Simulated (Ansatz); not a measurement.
Crystal: Cr, fcc type, 1 atom in the cell.

Theory: PBE, plane waves, PAW datasets (generated soft set 1) in Ansatz.

Cutoff 420 eV; k-mesh 52×52×52 Γ-centred; Fermi–Dirac smearing of 0.0612 eV; no spin polarisation.

```tsv
V (Å³/atom)	a (Å)	E − E(min) (meV/atom)	P (GPa)
11.180	3.5495	34.53	16.52
11.418	3.5745	14.65	10.38
11.656	3.5992	3.42	4.84
11.894	3.6235	0.00	-0.16
12.132	3.6475	3.64	-4.67
12.369	3.6712	13.64	-8.73
12.607	3.6945	29.37	-12.40
```

Problem. Fit a third-order Birch–Murnaghan equation of state to the energies.

Solution. V₀ = 11.886 Å³/atom (a₀ = 3.623 Å), B₀ = 238 GPa, B₀′ = 4.13.

The published all-electron PBE values for this crystal (mean of FLEUR and WIEN2k, k-spacing 0.06 Å⁻¹; Bosoni et al., Nat. Rev. Phys. 6, 45 (2024)) are V₀ = 11.886 Å³/atom, B₀ = 237.5 GPa, B₀′ = 4.13.

The stress includes the program's correction for the finite plane-wave basis.

This cubic structure is a model: it isn't the usual form of the substance at ambient conditions, and such phases are metastable or hypothetical. Spin polarisation is left out, and a magnetic state may lie lower.
